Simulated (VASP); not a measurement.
# BN (P6_3/mmc) in VASP: notebook

One crystal, BN, is run at these levels: PBE+D4; tasks: single point, relaxation of cell and atoms.

Everything below comes from runs of VASP 6.6.1. Logs are shortened: lines on timing, memory, paths and dates and some standing lists are left out, and cuts for length are marked.

## 1. The structure

It takes space group P6_3/mmc (No. 194, hexagonal). Conventional cell: a = 2.507 Å, b = 2.507 Å, c = 6.557 Å, α = 90.00°, β = 90.00°, γ = 120.00°. B (site symmetry -6m2) has 3 N at 1.45 Å as nearest neighbours. Around N (site symmetry -6m2) lie 3 B at 1.45 Å.

The cell was built by a generator and needn't be a form met in nature.

## 2. Single point, PBE+D4

INCAR

```
PREC     = Accurate       # precision mode
ENCUT    = 520            # plane-wave cutoff, eV
EDIFF    = 1E-6           # SCF threshold, eV
ISMEAR   = 0              # smearing method
SIGMA    = 0.01           # smearing width, eV
LREAL    = False          # projectors in reciprocal space
LASPH    = True           # aspherical terms in the spheres
NELM     = 100            # most SCF steps
ALGO     = Fast           # electronic algorithm
ISIF     = 2              # what is computed and relaxed
LWAVE    = False          # write WAVECAR
LCHARG   = False          # write CHGCAR
GGA      = PE             # functional
IVDW     = 13             # dispersion correction
NBANDS   = 16             # bands
```

KPOINTS

```
regular mesh
0
Gamma
  12 12 4
```

POSCAR

```
BN
1.0
    2.5071021214      0.0000000000      0.0000000000
   -1.2535510607      2.1712141270      0.0000000000
    0.0000000000      0.0000000000      6.5573237398
B N
2 2
Direct
    0.3333333333      0.6666666667      0.2500000000
    0.6666666667      0.3333333333      0.7500000000
    0.6666666667      0.3333333333      0.2500000000
    0.3333333333      0.6666666667      0.7500000000
```

Potentials or basis: VASP PAW PBE potentials, release 64 (B, N).

Command:

```
$ cat potpaw_PBE.64/B/POTCAR potpaw_PBE.64/N/POTCAR > POTCAR
$ mpirun -np 1 vasp_std > vasp.out
```

OUTCAR:

```text
PREC = Accurate
   ENCUT = 520
   EDIFF = 1E-6
   ISMEAR = 0
   LREAL = False
   LASPH = True
   NELM = 100
   ISIF = 2
   GGA = PE
   IVDW = 13

 ion  position               nearest neighbor table
   1  0.333  0.667  0.250-   3 1.45   3 1.45   3 1.45
   2  0.667  0.333  0.750-   4 1.45   4 1.45   4 1.45
   3  0.667  0.333  0.250-   1 1.45   1 1.45   1 1.45
   4  0.333  0.667  0.750-   2 1.45   2 1.45   2 1.45

  LATTYP: Found a hexagonal cell.
 ALAT       =     2.5071021214
 C/A-ratio  =     2.6154992586

  Lattice vectors:

 A1 = (   2.5071021214,   0.0000000000,   0.0000000000)
 A2 = (  -1.2535510607,   2.1712141270,   0.0000000000)
 A3 = (   0.0000000000,   0.0000000000,   6.5573237398)

Analysis of symmetry for initial positions (statically):
=====================================================================
 Subroutine PRICEL returns:
 Original cell was already a primitive cell.

 Routine SETGRP: Setting up the symmetry group for a
 hexagonal supercell.

 Subroutine GETGRP returns: Found 24 space group operations
 (whereof 12 operations were pure point group operations)
 out of a pool of 24 trial point group operations.

The static configuration has the point symmetry D_3d.
 The point group associated with its full space group is D_6h.

Analysis of symmetry for dynamics (positions and initial velocities):
=====================================================================
 Subroutine PRICEL returns:
 Original cell was already a primitive cell.

 Routine SETGRP: Setting up the symmetry group for a
 hexagonal supercell.

 Subroutine GETGRP returns: Found 24 space group operations
 (whereof 12 operations were pure point group operations)
 out of a pool of 24 trial point group operations.

The dynamic configuration has the point symmetry D_3d.
 The point group associated with its full space group is D_6h.

 Subroutine INISYM returns: Found 24 space group operations
 (whereof 12 operations are pure point group operations),
 and found     1 'primitive' translations

----------------------------------------------------------------------------------------

                                     Primitive cell

  volume of cell :      35.6945

  direct lattice vectors                    reciprocal lattice vectors
     2.507102121  0.000000000  0.000000000     0.398866880  0.230285900  0.000000000
    -1.253551061  2.171214127  0.000000000     0.000000000  0.460571801  0.000000000
     0.000000000  0.000000000  6.557323740     0.000000000  0.000000000  0.152501240

  length of vectors
     2.507102121  2.507102121  6.557323740     0.460571801  0.460571801  0.152501240

  position of ions in fractional coordinates (direct lattice)
     0.333333333  0.666666667  0.250000000
     0.666666667  0.333333333  0.750000000
     0.666666667  0.333333333  0.250000000
     0.333333333  0.666666667  0.750000000

  ion indices of the primitive-cell ions
   primitive index   ion index
                 1           1
                 2           2
                 3           3
                 4           4

----------------------------------------------------------------------------------------

 KPOINTS: regular mesh

Automatic generation of k-mesh.
 Grid dimensions read from file:
 generate k-points for:   12   12    4

 Generating k-lattice:

  Cartesian coordinates                     Fractional coordinates (reciprocal lattice)
     0.033238907  0.019190492  0.000000000     0.083333333 -0.000000000  0.000000000
     0.000000000  0.038380983  0.000000000     0.000000000  0.083333333  0.000000000
     0.000000000  0.000000000  0.038125310     0.000000000  0.000000000  0.250000000

  Length of vectors
     0.038380983  0.038380983  0.038125310

  Shift w.r.t. Gamma in fractional coordinates (k-lattice)
     0.000000000  0.000000000  0.000000000

 Subroutine IBZKPT returns following result:
 ===========================================

 Found     57 irreducible k-points:

 Following reciprocal coordinates:
            Coordinates               Weight
  0.000000  0.000000  0.000000      1.000000
  0.083333  0.000000  0.000000      6.000000
  0.166667  0.000000  0.000000      6.000000
  0.250000  0.000000  0.000000      6.000000
  0.333333  0.000000  0.000000      6.000000
  0.416667  0.000000  0.000000      6.000000
[... 16 lines left out ...]
  0.250000  0.000000  0.250000     12.000000
  0.333333  0.000000  0.250000     12.000000
 [... further k-points ...]
   k-points           NKPTS =     57   k-points in BZ     NKDIM =     57   number of bands    NBANDS=     16
   number of dos      NEDOS =    301   number of ions     NIONS =      4
   total plane-waves  NPLWV =  20000
   dimension x,y,z NGX =    20 NGY =   20 NGZ =   50
   dimension x,y,z NGXF=    40 NGYF=   40 NGZF=  100
   ions per type =               2   2
   NGX,Y,Z   is equivalent  to a cutoff of  13.26, 13.26, 12.68 a.u.
   NGXF,Y,Z  is equivalent  to a cutoff of  26.52, 26.52, 25.35 a.u.
 SYSTEM =  unknown system
   PREC   = accura    normal or accurate (medium, high low for compatibility)
   ISTART =      0    job   : 0-new  1-cont  2-samecut
   ICHARG =      2    charge: 1-file 2-atom 10-const
   ISPIN  =      1    spin polarized calculation?
   LNONCOLLINEAR =      F non collinear calculations
   LSORBIT =      F    spin-orbit coupling
   LASPH  =      T    aspherical Exc in radial PAW
   ENCUT  =  520.0 eV  38.22 Ry    6.18 a.u.   4.66  4.66 12.19*2*pi/ulx,y,z
   NELM   =    100;   NELMIN=  2; NELMDL= -5     # of ELM steps
   EDIFF  = 0.1E-05   stopping-criterion for ELM
   LREAL  =      F    real-space projection
   EDIFFG = 0.1E-04   stopping-criterion for IOM
   NSW    =      0    number of steps for IOM
   IBRION =     -1    ionic relax: 0-MD 1-quasi-New 2-CG
   NFREE  =      0    steps in history (QN), initial steepest desc. (CG)
   ISIF   =      2    stress and relaxation
   ISYM   =      2    0-nonsym 1-usesym 2-fastsym
   POTIM  = 0.5000    time-step for ionic-motion
   TEBEG  =    0.0;   TEEND  =   0.0 temperature during run
   PSTRESS=    0.0 pullay stress
   NELECT =      16.0000    total number of electrons
   NUPDOWN=      -1.0000    fix difference up-down
   EMIN   =  10.00;   EMAX   =-10.00  energy-range for DOS
   EFERMI =   0.00;   METHOD = LEGACY
   ISMEAR =     0;   SIGMA  =   0.01  broadening in eV -4-tet -1-fermi 0-gaus
   EFERMI_NEDOS =   21; number of points for ismear=-14 and -15
   IALGO  =     68    algorithm
   IMIX   =      4    mixing-type and parameters
     AMIX     =   0.40;   BMIX     =  1.00
     AMIX_MAG =   1.60;   BMIX_MAG =  1.00
  volume/ion in A,a.u.               =       8.92        60.22
  Fermi-wavevector in a.u.,A,eV,Ry     =   1.252894  2.367627 21.357661  1.569744
  Thomas-Fermi vector in A             =   2.386773
   LORBIT       =      0    0 simple, 1 ext, 2 COOP (PROOUT), +10 PAW based schemes
   GGA     = PE    functional components
   LHFCALC =     F    Hartree Fock is set to
   AEXX    =    0.0000 exact exchange contribution
   IVDW    =    13    specifies the selected vdW correction
   LEPSILON=     F    determine dielectric tensor
   LRPA    =     F    only Hartree local field effects (RPA)
 non-spin polarized calculation
 RMM-DIIS sequential band-by-band and
 Gauss-broadening in eV      SIGMA  =   0.01
  energy-cutoff  :      520.00
  volume of cell :       35.69
 maximum number of plane-waves:       985
 NGX is ok and might be reduce to    20
   NGX =  9   NGY =  9   NGZ = 25

 number of electron      15.9999997 magnetization

 Free energy of the ion-electron system (eV)
  ---------------------------------------------------
  ext. energy  EPLUGINS =         0.00000000
  ---------------------------------------------------
  free energy    TOTEN  =       -35.14552751 eV

  energy without entropy =      -35.14552751  energy(sigma->0) =      -35.14552751

 E-fermi :   2.4225     XC(G=0): -10.1457

 val. band max:        2.3684959483   @ k =   0.3333   0.2500   0.0000
 cond. band min:       6.6114568122   @ k =   0.5000   0.0000   0.0000
 fundamental gap:      4.2429608639
 Fermi energy:         2.4224617800

 k-point     1 :       0.0000    0.0000    0.0000
  band No.  band energies     occupation
      1     -15.4316      2.00000
      2     -15.1073      2.00000
      3      -3.8925      2.00000
      4      -1.6317      2.00000
      5       1.0236      2.00000
      6       1.0236      2.00000
[... 8 lines left out ...]
     15      14.5914      0.00000
     16      15.3533      0.00000

 k-point     2 :       0.0833    0.0000    0.0000
  band No.  band energies     occupation
      1     -15.2956      2.00000
      2     -14.9764      2.00000
      3      -3.7062      2.00000
      4      -1.4654      2.00000
      5       0.4660      2.00000
      6       0.5045      2.00000
[... 8 lines left out ...]
     15      14.8441      0.00000
     16      15.0787      0.00000

 k-point     3 :       0.1667    0.0000    0.0000
  band No.  band energies     occupation
      1     -14.8954      2.00000
      2     -14.5914      2.00000
      3      -3.1540      2.00000
      4      -0.9772      2.00000
      5      -0.9484      2.00000
      6      -0.9014      2.00000
[... 8 lines left out ...]
     15      16.1966      0.00000
     16      16.2068      0.00000

 k-point     4 :       0.2500    0.0000    0.0000
  band No.  band energies     occupation
      1     -14.2571      2.00000
      2     -13.9802      2.00000
      3      -2.7445      2.00000
      4      -2.6742      2.00000
      5      -2.2608      2.00000
      6      -0.5998      2.00000
[... 8 lines left out ...]
     15      18.3364      0.00000
     16      18.4601      0.00000
[... 324 lines left out ...]
 k-point    22 :       0.1667    0.0000    0.2500
  band No.  band energies     occupation
      1     -14.8532      2.00000
      2     -14.6385      2.00000
      3      -2.8921      2.00000
      4      -1.3972      2.00000
      5      -0.9344      2.00000
      6      -0.8781      2.00000
[... 8 lines left out ...]
     15      16.0875      0.00000
     16      16.1771      0.00000

 k-point    23 :       0.2500    0.0000    0.2500
  band No.  band energies     occupation
      1     -14.2185      2.00000
      2     -14.0229      2.00000
      3      -2.7518      2.00000
      4      -2.6923      2.00000
      5      -1.9864      2.00000
      6      -0.5904      2.00000
[... 8 lines left out ...]
     15      18.3525      0.00000
     16      18.4400      0.00000

 k-point    24 :       0.3333    0.0000    0.2500
  band No.  band energies     occupation
      1     -13.4146      2.00000
      2     -13.2499      2.00000
      3      -4.5227      2.00000
      4      -4.4570      2.00000
      5      -1.2170      2.00000
      6      -1.1678      2.00000
[... 8 lines left out ...]
     15      19.1894      0.00000
     16      20.9051      0.00000

 [... further k-points ...]

------------------------ aborting loop because EDIFF is reached ----------------------------------------

  DFT-D4 for vdW energy calculation

  Edisp (eV):   -0.65031

  FORCE on cell =-STRESS in cart. coord.  units (eV):
  Direction    XX          YY          ZZ          XY          YZ          ZX
  --------------------------------------------------------------------------------------
  -------------------------------------------------------------------------------------
  Total       0.03296     0.03296    -0.03418    -0.00000     0.00000     0.00000
  in kB       1.47939     1.47939    -1.53405    -0.00000     0.00000     0.00000
  external pressure =        0.47 kB  Pullay stress =        0.00 kB

 VOLUME and BASIS-vectors are now :
 -----------------------------------------------------------------------------
  energy-cutoff  :      520.00
  volume of cell :       35.69
      direct lattice vectors                 reciprocal lattice vectors
     2.507102121  0.000000000  0.000000000     0.398866880  0.230285900  0.000000000
    -1.253551061  2.171214127  0.000000000     0.000000000  0.460571801  0.000000000
     0.000000000  0.000000000  6.557323740     0.000000000  0.000000000  0.152501240

 POSITION                                       TOTAL-FORCE (eV/Angst)
 -----------------------------------------------------------------------------------
     -0.00000      1.44748      1.63933        -0.000000      0.000000      0.000000
      1.25355      0.72374      4.91799         0.000000     -0.000000      0.000000
      1.25355      0.72374      1.63933         0.000000      0.000000      0.000000
     -0.00000      1.44748      4.91799         0.000000      0.000000      0.000000
 -----------------------------------------------------------------------------------
    total drift:                               -0.000000      0.000000     -0.000000

  FREE ENERGIE OF THE ION-ELECTRON SYSTEM (eV)
  ---------------------------------------------------
  free  energy   TOTEN  =       -35.7958326701 eV

  energy  without entropy=      -35.7958326701  energy(sigma->0) =      -35.79583267
```

It took 19 s on 1 thread of Intel Xeon Platinum 8559C (Emerald Rapids), shared host; peak memory 0.15 GiB.

Results:

* Free energy: -35.7958 eV
* Pressure: 0.0 GPa
* Band gap on the k mesh: 4.24 eV, indirect (least direct gap 4.63 eV)
* Dispersion energy per atom: -0.163 eV

Stress tensor (GPa, compression positive):
```
 0.15  0.00  0.00
 0.00  0.15  0.00
 0.00  0.00 -0.15
```

Levels at points of the mesh, in eV from the valence-band top:
```tsv
k point	band 5	band 6	band 7	band 8	band 9	band 10	band 11	band 12
(0.00, 0.00, 0.00)	-1.34	-1.34	-1.30	-1.30	5.33	10.44	11.50	11.50
(0.50, 0.00, 0.00)	-4.15	-4.08	-1.49	-0.41	4.24	5.69	9.50	9.90
(0.00, 0.00, 0.50)	-1.32	-1.32	-1.32	-1.32	7.76	7.76	11.57	11.57
(0.50, 0.00, 0.50)	-4.11	-4.11	-0.92	-0.92	4.72	4.72	9.88	9.88
```

A k mesh can miss the band edges.

## 3. Relaxation of cell and atoms, PBE+D4

This run uses another cell than the first one, of 9.04 Å³/atom, 1.013 times its volume.

INCAR

```
SYSTEM = BN
PREC     = Accurate       ! precision mode
ENCUT    = 600            ! plane-wave cutoff, eV
EDIFF    = 1E-6           ! SCF threshold, eV
ISMEAR   = 0              ! smearing method
SIGMA    = 0.01           ! smearing width, eV
LREAL    = .FALSE.        ! projectors in reciprocal space
LASPH    = .TRUE.         ! aspherical terms in the spheres
NELM     = 100            ! most SCF steps
ALGO     = Normal         ! electronic algorithm
ISIF     = 3              ! what is computed and relaxed
LWAVE    = .FALSE.        ! write WAVECAR
LCHARG   = .FALSE.        ! write CHGCAR
GGA      = PE             ! functional
IVDW     = 13             ! dispersion correction
IBRION   = 2              ! ionic algorithm
NSW      = 80             ! ionic steps
EDIFFG   = -0.002         ! ionic threshold
```

KPOINTS

```
regular mesh
0
G
  12 12 4
  0 0 0
```

POSCAR

```
BN
1.0
    2.5040000000      0.0000000000      0.0000000000
   -1.2520000000      2.1685276111      0.0000000000
    0.0000000000      0.0000000000      6.6610000000
B N
2 2
Direct
    0.3333333333      0.6666666667      0.2500000000
    0.6666666667      0.3333333333      0.7500000000
    0.6666666667      0.3333333333      0.2500000000
    0.3333333333      0.6666666667      0.7500000000
```

Potentials or basis: VASP PAW PBE potentials, release 64 (B, N).

Command:

```
$ cat potpaw_PBE.64/B/POTCAR potpaw_PBE.64/N/POTCAR > POTCAR
$ mpirun -np 1 vasp_std > vasp.out
```

It took 86 s on 1 thread of Intel Xeon Platinum 8559C (Emerald Rapids), shared host; peak memory 0.16 GiB.

It converged, with:

- Free energy: -35.8035 eV
- Relaxed volume: 8.85 Å³/atom
- Relaxed cell: a = 2.507 Å, b = 2.507 Å, c = 6.503 Å, α = 90.00°, β = 90.00°, γ = 120.00°
- Space group after relaxing (to 0.05 Å): P6_3/mmc (No. 194)
- Energy gained by relaxing: 0.6 meV/atom
- Ionic steps: 10
- Pressure after relaxing: 0.0 GPa
- Band gap on the k mesh: 4.22 eV, indirect (least direct gap 4.62 eV)
- Dispersion energy per atom: -0.164 eV

Step by step:
```
step  energy change (eV)  largest force (eV/Å)  pressure (GPa)  volume (Å³)
   1              0.0000                0.0000            0.63        36.17
   2              0.0007                0.0000           -1.89        36.35
   3             -0.0005                0.0000           -0.37        36.24
   4             -0.0008                0.0000           -0.35        36.17
   5             -0.0016                0.0000           -0.29        35.95
   6             -0.0024                0.0000           -0.17        35.52
   7             -0.0025                0.0000           -0.12        35.38
   8             -0.0025                0.0000           -0.15        35.41
   9             -0.0020                0.0000            0.98        35.30
  10             -0.0025                0.0000            0.00        35.39
```

Final structure:
```yaml
crystal:
  lattice:
    - [2.50691, 0.00000, 0.00000]
    - [-1.25345, 2.17105, 0.00000]
    - [0.00000, 0.00000, 6.50285]
  atoms:
    - { symbol: B, position: [0.33333, 0.66667, 0.25000] }
    - { symbol: B, position: [0.66667, 0.33333, 0.75000] }
    - { symbol: N, position: [0.66667, 0.33333, 0.25000] }
    - { symbol: N, position: [0.33333, 0.66667, 0.75000] }
```

Levels at points of the mesh, in eV from the valence-band top:
```
           k point  band 4  band 5  band 6  band 7  band 8  band 9  band 10  band 11  band 12
(0.00, 0.00, 0.00)   -3.96   -1.35   -1.35   -1.31   -1.31    5.38    10.53    11.49    11.49
(0.50, 0.00, 0.00)   -8.84   -4.16   -4.08   -1.53   -0.40    4.22     5.72     9.51     9.88
(0.00, 0.00, 0.50)   -5.28   -1.33   -1.33   -1.33   -1.33    7.85     7.85    11.56    11.56
(0.50, 0.00, 0.50)   -8.88   -4.12   -4.12   -0.93   -0.93    4.71     4.71     9.88     9.88
```

A k mesh can miss the band edges. A hybrid or GW would open this gap; PBE tends to underestimate it.
